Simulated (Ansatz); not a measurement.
# HfC (Fm-3m) in Ansatz: further runs

The runs below take HfC through single point, electron localisation function, relaxation of cell and atoms, with Slater exchange only, PBE, LDA.

Everything below comes from runs of Ansatz 0.2.0. Logs are shortened: lines on timing, memory, paths and dates and some standing lists are left out, and cuts for length are marked.

### 1 The undisturbed crystal

Symmetry: Fm-3m, No. 225, cubic system. The conventional cell has a = 4.650 Å, b = 4.650 Å, c = 4.650 Å, α = 90.00°, β = 90.00°, γ = 90.00°. Around Hf (site symmetry m-3m) lie 6 C at 2.33 Å. Around C (site symmetry m-3m) lie 6 Hf at 2.33 Å.

### 2 Single point, Slater exchange only, collinear spin, ferromagnetic start (atoms moved at random, drawn with an rms of 0.15 Å)

Input file input.yaml:

```yaml
crystal:
  lattice:
    - [0.0, 2.325, 2.325]
    - [2.325, 0.0, 2.325]
    - [2.325, 2.325, 0.0]
  atoms:
    - { symbol: Hf, position: [0.488589, 0.497693, 0.501815], spin: 1.0 }
    - { symbol: C, position: [0.003386, -0.03763, 0.033093] }
kpoints:
  mp_grid: { grid: [10, 10, 10] }
scf:
  occupations: { method: fermi_dirac, width: 0.1 }
hamiltonian:
  xc: { exchange: slater, correlation: none }
  pseudopotentials: { kind: all_electron, lapw: { basis_error: 0.001 } }
magnetization:
  spin_polarized: true
  initial_magnetization: 1.0
  spin_locking: { lock_magnetization: hard }
output:
  forces: true
  stress: true
  eigenvalues: true
```

Potentials or basis: all-electron LAPW, scalar-relativistic.

The run is started by

```console
ansatz run input.yaml --threads 1 --pin off --max-ram 2560MiB --backend cpu --events-out ev --progress --plain --runs-dir out
```

Standard output:

```text
Warning: RAYON_NUM_THREADS=1 ignored (pool sized by the plan → 1); use --threads N
LAPW: plane waves up to 9.383 Å⁻¹, error target 1.0e-3 eV per atom; small_component_spin mean_spin; C in spheres of 0.904 Å, 6 of its electrons in bands, Dirac shells []; Hf in spheres of 1.314 Å, 42 of its electrons in bands, Dirac shells [] (how accurate: hamiltonian.pseudopotentials.lapw.basis_error, Limitations)
Engine: ansatz 0.2.0, aarch64-unknown-linux-gnu
Pseudopotentials: kind: all_electron
Pseudopotential: Hf, LAPW, valence charge 42, lapw/all_electron/scalar/gaussian/Hf, Koelling and Harmon's equation, gaussian nucleus
Pseudopotential: C, LAPW, valence charge 6, lapw/all_electron/scalar/gaussian/C, Koelling and Harmon's equation, gaussian nucleus
Functional definition: unnamed
  exchange = slater_x
  correlation = 0
Crystal: 2 atoms, lattice volume = 25.136 Å³
Basis set: ecut = 335.45714716484 eV, 339 PW (Γ), exchange–correlation at level 2
Bands: 30, of which v1, the nominal top of the filled ones, is band 24 counted from 1 (23 counted from 0)
Symmetry: 1 space group operations
Space group: P1 (ITA 1), of the structure as read, at distance tolerance 2.9e-5 Å
Magnetic group: BNS 1.1 (UNI 1), of the structure as read, at distance tolerance 2.9e-5 Å
k-points: 504 of 1000 (time reversal used)
Non-local potential: Hf, projectors of the file, none
Non-local potential: C, projectors of the file, none
Initial density: superposition of atomic densities (chi_scale 0.1, normalization cell, long waves kept (reshape's long-wave potential 0.00 eV rms))
Starting moments: Σ|m| = 1 μB on 1 of 2 sites
Initial wavefunctions: plane waves of lowest kinetic energy (no species holds an atomic orbital)
Functional: x = slater, c = none
iter 1 solved again at ethr=8.37e-3 eV; its pass at ethr=1.00e-1 eV (dr2=4.02e0 eV) is discarded
SCF iter   1: F=—  HF=-410824.235527 eV  |F-HF|=—  |Δ(HF+E_count)|=         —  Δρ=6.78e-2 (↑6.78e-2 ↓3.84e-2)  dr2=4.02e0  dr2_m=5.74e-2  M=1.000 μB ∫|m|=1.003 μB  β_m=0.30  ethr=8.37e-3  ⟨swp⟩=2.0  Hψ=187382  notcnv=0
preconditioner: auto → Kerker (q_TF=auto, 3.039 Å⁻¹)  [metal: Δε(μ)=0.001 eV  Ē_g=18.024 eV  σ=0.100 eV  W_gap=0.00  n_scr=14 (ndim 8)  ℏωp=39.2 eV  f_vac=0.000  D(μ)=1.09/eV (n_scr^D=14)]
spin=Collinear: Kerker preconditioning applied to the charge; magnetization (m = ρ↑ − ρ↓) channel mixes plain (no charge-response kernel on spin).
SCF iter   2: F=—  HF=-410823.362906 eV  |F-HF|=—  |Δ(HF+E_count)|=   8.73e-1  Δρ=4.24e-2 (↑4.24e-2 ↓2.10e-2)  dr2=1.47e0  dr2_m=3.16e-2  M=1.000 μB ∫|m|=1.003 μB  β_m=0.42  ethr=8.37e-3  ⟨swp⟩=2.5  Hψ=87616  notcnv=0
SCF iter   3: F=—  HF=-410823.096727 eV  |F-HF|=—  |Δ(HF+E_count)|=   2.66e-1  Δρ=1.86e-2 (↑1.86e-2 ↓8.88e-3)  dr2=2.62e-1  dr2_m=8.27e-3  M=1.000 μB ∫|m|=1.002 μB  β_m=0.50  ethr=3.06e-3  ⟨swp⟩=3.0  Hψ=87775  notcnv=0
SCF iter   4: F=—  HF=-410823.068976 eV  |F-HF|=—  |Δ(HF+E_count)|=         —  Δρ=8.12e-3 (↑8.12e-3 ↓4.37e-3)  dr2=4.52e-2  dr2_m=2.13e-3  M=1.000 μB ∫|m|=1.001 μB  β_m=0.50  ethr=5.45e-4  ⟨swp⟩=2.5  Hψ=92518  notcnv=0
Mixer restart at iter 4: flushing history
the basis was enlarged: its passes take 194.2 KiB over the memory plan, 2 of 2 planned eigensolver slots
SCF iter   5: F=—  HF=-410823.063568 eV  |F-HF|=—  |Δ(HF+E_count)|=   5.41e-3  Δρ=6.49e-3 (↑6.49e-3 ↓3.59e-3)  dr2=3.58e-2  dr2_m=9.18e-4  M=1.000 μB ∫|m|=1.001 μB  β_m=0.53  ethr=9.41e-5  ⟨swp⟩=2.0  Hψ=87368  notcnv=0
SCF iter   6: F=—  HF=-410823.059956 eV  |F-HF|=—  |Δ(HF+E_count)|=   3.61e-3  Δρ=4.17e-3 (↑4.17e-3 ↓2.54e-3)  dr2=1.55e-2  dr2_m=3.47e-4  M=1.000 μB ∫|m|=1.001 μB  β_m=0.59  ethr=7.45e-5  ⟨swp⟩=2.0  Hψ=86789  notcnv=0
iter 7 solved again at ethr=2.18e-6 eV; its pass at ethr=3.22e-5 eV (dr2=1.05e-3 eV) is discarded
SCF iter   7: F=—  HF=-410823.058424 eV  |F-HF|=—  |Δ(HF+E_count)|=   1.53e-3  Δρ=9.58e-4 (↑7.15e-4 ↓9.58e-4)  dr2=1.05e-3  dr2_m=7.13e-6  M=1.000 μB ∫|m|=1.001 μB  β_m=0.70  ethr=2.18e-6  ⟨swp⟩=2.0  Hψ=146808  notcnv=0
SCF iter   8: F=—  HF=-410823.058543 eV  |F-HF|=—  |Δ(HF+E_count)|=   1.19e-4  Δρ=3.73e-4 (↑3.22e-4 ↓3.73e-4)  dr2=1.30e-4  dr2_m=5.45e-6  M=1.000 μB ∫|m|=1.001 μB  β_m=0.85  ethr=2.18e-6  ⟨swp⟩=2.0  Hψ=87083  notcnv=0
SCF iter   9: F=—  HF=-410823.058566 eV  |F-HF|=—  |Δ(HF+E_count)|=   2.27e-5  Δρ=7.23e-5 (↑7.23e-5 ↓5.96e-5)  dr2=5.18e-6  dr2_m=2.47e-8  M=1.000 μB ∫|m|=1.001 μB  β_m=0.92  ethr=2.71e-7  ⟨swp⟩=2.3  Hψ=87722  notcnv=0
SCF iter  10: F=—  HF=-410823.058566 eV  |F-HF|=—  |Δ(HF+E_count)|=   2.50e-9  Δρ=1.66e-5 (↑1.31e-5 ↓1.66e-5)  dr2=1.86e-7  dr2_m=9.37e-9  M=1.000 μB ∫|m|=1.001 μB  β_m=0.96  ethr=1.08e-8  ⟨swp⟩=2.0  Hψ=87086  notcnv=0
SCF iter  11: F=—  HF=-410823.058566 eV  |F-HF|=—  |Δ(HF+E_count)|=   1.10e-8  Δρ=2.94e-6 (↑2.94e-6 ↓2.89e-6)  dr2=3.85e-9  dr2_m=7.74e-10  M=1.000 μB ∫|m|=1.001 μB  β_m=0.91  ethr=3.87e-10  ⟨swp⟩=2.5  Hψ=88861  notcnv=0
SCF iter  12: F=-410823.058566 eV  HF=-410823.058566 eV  |F-HF|=1.69e-9  |Δ(HF+E_count)|=   1.57e-9  Δρ=1.24e-6 (↑1.24e-6 ↓9.41e-7)  dr2=1.48e-9  dr2_m=1.77e-11  M=1.000 μB ∫|m|=1.001 μB  ethr=8.02e-12  ⟨swp⟩=3.0  Hψ=90455  notcnv=0
SCF 1 converged in 12 iterations: F = -410823.058566 eV  dr2 = 1.48e-9
SCF converged after 12 iterations
Stability checked in part: among states of this total moment the steps that led to this state did not find it unstable. No probe was made; neither looks for a lower state of another moment (fixed_total_moment; see scf.lower_state_search)
Magnetization: 1.0000 μB (24.5000 up, 23.5000 down)
Absolute magnetization: 1.0007 μB (∫|ρ↑−ρ↓|)
Spin contamination: 0.0016 ħ² per cell (⟨S²⟩ above its minimum at these occupations)
Per-site moments (μB) at R_I (Å): [(0.3058287381510709, 1.3141389577969245), (0.3667095734916752, 0.904269946852966)]
Free energy (F): -410823.058566 eV
Harris-Foulkes:  -410823.058566 eV  (|F-HF|=1.69e-9)
Internal energy: -410823.030334 eV  (E = F + TS)
E sigma→0 (E₀):  -410823.044450 eV
Entropy (-TS):   -0.028232 eV (-14.116 meV/atom)
Fermi energy:    22.056489 (↑ 23.743755, ↓ 20.369222) eV
--- Per-component energies (eV) ---
  E_band       = -4182.674453
  E_kinetic    = 457053.582033
  E_xc         = -8093.491125
  E_electrostatic = -859783.121242  (all electrons and nuclei)
  E_smearing   = -0.028232  (= −TS)
  E_closure    = 0.000000  (closes the sum)
  E_atoms      = -410805.527215  (free atoms, spherical and without spin; not in F)
  Σ components = -410823.058566   (vs F -410823.058566, Δ=0.00e0)
  Basis errors (estimates in eV, not in F): energy 4.0e-4 per atom: plane waves 3.7e-4 (2.1e-4 summed), levels above the bands 1.2e-40, relativity 8.5e-9, radial functions 3.0e-5, core shells 4.0e-7; eigenvalues (radial functions only) 9.9e-6; not estimated: angular momenta, meshes, grids; target (lapw.basis_error) 1.0e-3; muffin-tin radii C 0.904 Å, Hf 1.314 Å
--- Forces (eV/Å), atoms counted from 1 ---
  atom   1  Hf    -0.07985205     0.97022768    -0.41313955
  atom   2  C      0.07985208    -0.97022965     0.41314089
  max |Σ_I F_I| component: 1.98e-6 eV/Å
--- Stress (GPa, compression-positive) ---
        3.256190       0.047284      -0.022179
        0.047284       6.842927       0.238629
       -0.022179       0.238629       3.958363
  P = ⅓ Tr σ = 4.6858 GPa (46.858 kbar)
--- Band table (eV; the first three rows and the last of 1008) ---
  k-point 0 ↑: bands = ["-349.4126", "-349.4112", "-349.4110", "-239.7481", "-177.8126", "-177.8124", "-177.8113", "-177.8025", "-177.8015", "-39.0203", "-7.5969", "-7.5855", "-7.5827", "9.0610", "11.1353", "11.1367", "11.1386", "11.1410", "11.2332", "11.2338", "11.2345", "21.7313", "21.7709", "21.9609", "22.8408", "23.3099", "23.3679", "24.9939", "25.2703", "28.0787"]
  k-point 1 ↑: bands = ["-349.4126", "-349.4112", "-349.4110", "-239.7481", "-177.8126", "-177.8124", "-177.8113", "-177.8025", "-177.8015", "-39.0162", "-7.6632", "-7.5987", "-7.5910", "9.3082", "11.1380", "11.1422", "11.1452", "11.1469", "11.2273", "11.2281", "11.2344", "20.6713", "21.1699", "21.3428", "23.1655", "23.3714", "23.6833", "26.0587", "26.2278", "28.6054"]
  k-point 2 ↑: bands = ["-349.4126", "-349.4112", "-349.4110", "-239.7481", "-177.8126", "-177.8124", "-177.8113", "-177.8025", "-177.8015", "-39.0056", "-7.8508", "-7.6175", "-7.6095", "9.9813", "11.1504", "11.1582", "11.1598", "11.1779", "11.2126", "11.2133", "11.2350", "19.0832", "20.0375", "20.1262", "23.8945", "24.0076", "24.2048", "27.9819", "28.0916", "29.7154"]
  k-point 503 ↓: bands = ["-349.3986", "-349.3972", "-349.3970", "-239.4527", "-177.7936", "-177.7933", "-177.7920", "-177.7881", "-177.7874", "-38.8292", "-8.0705", "-7.4496", "-7.4407", "11.0872", "11.2191", "11.2199", "11.2450", "11.2587", "11.2611", "11.2819", "13.8466", "15.8459", "19.0381", "19.0820", "27.1873", "27.2485", "27.7057", "28.5072", "32.9825", "33.2485"]
```

Run time: 9.9 min. Hardware: 1 thread of Arm Neoverse V1, shared host; peak memory 1.6 GiB.

What came out:

| Item | Value |
| --- | --- |
| Free energy | -410823.0586 eV |
| Pressure | 4.7 GPa |
| Largest force | 1.058 eV/Å |
| Absolute moment | 1.00 μB per cell |
| Site moments | Hf +0.31; C +0.37 μB |

Forces in eV/Å, atoms in the order of the input:
```
Hf  -0.080  0.970 -0.413
C    0.080 -0.970  0.413
```

Stress tensor (GPa, compression positive):
```
 3.26  0.05 -0.02
 0.05  6.84  0.24
-0.02  0.24  3.96
```

Caveat: the total moment is fixed, so each spin has its own Fermi level. The run has no spin-orbit coupling, so splittings on Hf are missing.

[end of part 1 of 2]
